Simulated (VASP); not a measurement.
# Si (Fd-3m) in VASP: notebook, part 2 of 2

VASP 6.6.1.

## (3) Born charges and dielectric tensor, PBE

Input file INCAR:

```
SYSTEM = Si
ALGO = Fast
EDIFF = 1E-8
ENCUT = 520
GGA = PE
IBRION = 8
ISIF = 2
ISMEAR = 0
LASPH = .True.
LCHARG = .False.
LEPSILON = .True.
LREAL = .False.
LWAVE = .False.
NELM = 60
NSW = 1
PREC = Accurate
SIGMA = 0.02
```

Input file KPOINTS:

```
k-points
0
Gamma
  14 14 14
  0 0 0
```

Input file POSCAR:

```
Si                                      
1.0
    0.0000000000      2.7342497352      2.7342497352
    2.7342497352      0.0000000000      2.7342497352
    2.7342497352      2.7342497352      0.0000000000
  Si            
     2
Direct
     0.7500000000000000    0.7500000000000000    0.7500000000000000
     0.5000000000000000    0.5000000000000000    0.5000000000000000
```

Potentials or basis: VASP PAW PBE potentials, release 64 (Si).

Started as:

```sh
$ cat potpaw_PBE.64/Si/POTCAR > POTCAR
$ mpirun -np 1 vasp_std > vasp.out
```

OUTCAR:

```text
SYSTEM = Si
   EDIFF = 1E-8
   ENCUT = 520
   GGA = PE
   IBRION = 8
   ISIF = 2
   ISMEAR = 0
   LASPH = .True.
   LEPSILON = .True.
   LREAL = .False.
   NELM = 60
   NSW = 1
   PREC = Accurate

 ion  position               nearest neighbor table
   1  0.750  0.750  0.750-   2 2.37   2 2.37   2 2.37   2 2.37
   2  0.500  0.500  0.500-   1 2.37   1 2.37   1 2.37   1 2.37

  LATTYP: Found a face centered cubic cell.
 ALAT       =     5.4684994704

  Lattice vectors:

 A1 = (   0.0000000000,   2.7342497352,   2.7342497352)
 A2 = (   2.7342497352,   0.0000000000,   2.7342497352)
 A3 = (   2.7342497352,   2.7342497352,   0.0000000000)

Analysis of symmetry for initial positions (statically):
[... 570 lines left out ...]
               1X          1Y          1Z          2X          2Y          2Z
  1X   -13.043980    0.000000    0.000000   13.043980    0.000000    0.000000
  1Y     0.000000  -13.043980    0.000000    0.000000   13.043980    0.000000
  1Z     0.000000    0.000000  -13.043980    0.000000    0.000000   13.043980
  2X    13.043980    0.000000    0.000000  -13.043980    0.000000    0.000000
  2Y     0.000000   13.043980    0.000000    0.000000  -13.043980    0.000000
  2Z     0.000000    0.000000   13.043980    0.000000    0.000000  -13.043980

 Eigenvectors and eigenvalues of the dynamical matrix
 ----------------------------------------------------

   1 f  =   15.067235 THz    94.670231 2PiTHz  502.588867 cm-1    62.313050 meV
             X         Y         Z           dx          dy          dz
      4.101375  4.101375  4.101375     0.707107    0.000000    0.000000
      2.734250  2.734250  2.734250    -0.707107    0.000000    0.000000
[... 16 lines left out ...]
   5 f  =    0.000000 THz     0.000000 2PiTHz    0.000000 cm-1     0.000000 meV
             X         Y         Z           dx          dy          dz
      4.101375  4.101375  4.101375     0.707107    0.000000    0.000000
      2.734250  2.734250  2.734250     0.707107    0.000000    0.000000

   6 f/i=    0.000000 THz     0.000001 2PiTHz    0.000004 cm-1     0.000001 meV
             X         Y         Z           dx          dy          dz
      4.101375  4.101375  4.101375     0.000000    0.619287    0.341297
      2.734250  2.734250  2.734250     0.000000    0.619287    0.341297

--------------------------------------------------------------------------------------------------------

 MACROSCOPIC STATIC DIELECTRIC TENSOR IONIC CONTRIBUTION
 ------------------------------------------------------
           0.000000    -0.000000     0.000000
          -0.000000     0.000000     0.000000
           0.000000     0.000000     0.000000
 ------------------------------------------------------

 ELASTIC MODULI CONTR FROM IONIC RELAXATION (kBar)
 Direction    XX          YY          ZZ          XY          YZ          ZX
 --------------------------------------------------------------------------------
 XX          -0.0000      0.0000      0.0000     -0.0000      0.0000      0.0000
 YY           0.0000     -0.0000      0.0000     -0.0000     -0.0000     -0.0000
 ZZ           0.0000      0.0000     -0.0000      0.0000     -0.0000      0.0000
 XY          -0.0000     -0.0000      0.0000   -230.6535      0.0000      0.0000
 YZ           0.0000     -0.0000     -0.0000      0.0000   -230.6535      0.0000
 ZX           0.0000     -0.0000      0.0000      0.0000      0.0000   -230.6535
 --------------------------------------------------------------------------------

 PIEZOELECTRIC TENSOR IONIC CONTR  for field in x, y, z        (C/m^2)
          XX          YY          ZZ          XY          YZ          ZX
  --------------------------------------------------------------------------------
  x    -0.00000     0.00000     0.00000    -0.00000     0.00000     0.00000
  y     0.00000     0.00000    -0.00000     0.00000    -0.00000     0.00000
  z    -0.00000     0.00000    -0.00000     0.00000     0.00000     0.00000
```

Run time: 6 min. Hardware: 1 thread of Intel Xeon Platinum 8488C (Sapphire Rapids), shared host; peak memory 0.42 GiB.

Results:

```yaml
Band_gap_on_the_k_mesh: 0.61 eV, indirect (least direct gap 2.56 eV)
Electronic_dielectric_tensor_diagonal: 13.03
Born_charges_mean_of_the_diagonal: Si +0.00 e
Highest_phonon_frequency_at_Γ: 503 cm⁻¹
```

Levels at points of the mesh, in eV from the valence-band top:
```
           k point  band 1  band 2  band 3  band 4  band 5  band 6  band 7  band 8
(0.00, 0.00, 0.00)  -11.82    0.00    0.00    0.00    2.56    2.56    2.56    3.14
(0.50, 0.00, 0.00)   -9.54   -6.87   -1.18   -1.18    1.47    3.35    3.35    7.70
(0.50, 0.50, 0.00)   -7.75   -7.75   -2.79   -2.79    0.75    0.75    9.94    9.94
```

Phonon frequencies in cm⁻¹ (negative: imaginary):
| q point | frequencies |
| --- | --- |
| (0.000, 0.000, 0.000) | 0 0 0 503 503 503 |

Electronic dielectric tensor:
```
13.03  0.00  0.00
 0.00 13.03  0.00
 0.00  0.00 13.03
```

Born effective charge tensors (e):
atom 1, Si
```
0.00 0.00 0.00
0.00 0.00 0.00
0.00 0.00 0.00
```
atom 2, Si
```
0.00 0.00 0.00
0.00 0.00 0.00
0.00 0.00 0.00
```

Caveat: the gap is small at this level, which inflates the dielectric constant. A k mesh can miss the band edges.
